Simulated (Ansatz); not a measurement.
The system is Ca.

```
CELL_PARAMETERS angstrom
-2.07943 2.07943 2.07943
2.07943 -2.07943 2.07943
2.07943 2.07943 -2.07943
ATOMIC_POSITIONS crystal
Ca 0.00000 0.00000 0.00000
```

This isn't the form of Ca at room conditions, which is fcc.

The cell isn't the ideal one: volume scaled by 0.8.

* Program: Ansatz 0.2.0
* Task: relaxation of cell and atoms
* Functional: PBE0
* Dispersion: D4
* Potentials or basis: Ansatz PAW
* Cutoff: 420 eV
* Density cutoff: 1680 eV
* k mesh: 6 × 6 × 6
* Occupations: cold, width 0.05 eV
* Spin: no spin polarisation

At the start: volume 35.97 Å³/atom.

**Question.** How do energy, volume and symmetry change on relaxing?

**Answer.** It ends after 6 steps and the volume is 42.15 Å³/atom (+17.2 %); space group Im-3m (No. 229, to 0.05 Å).

The path:
```csv
step,energy change (eV),largest force (eV/Å),volume (Å³)
1,0.0000,0.0000,35.97
2,-0.1690,0.0000,39.98
3,-0.1760,0.0000,42.69
4,-0.1764,0.0000,42.37
5,-0.1765,0.0000,42.15
6,-0.1766,0.0000,42.15
```

Final structure:
```
Ca
1.0
    -2.19235    2.19235    2.19235
     2.19235   -2.19235    2.19235
     2.19235    2.19235   -2.19235
Ca
1
Direct
  0.00000 0.00000 0.00000
```

Caveat: the plane-wave basis is chosen anew once the cell has moved, so the energies of steps on either side of that aren't comparable; pairwise dispersion overbinds metals, which lowers pressure and volume; the PAW data sets come from PBE, with cores solved anew for the run's functional, which leaves a small shift of forces and pressure.
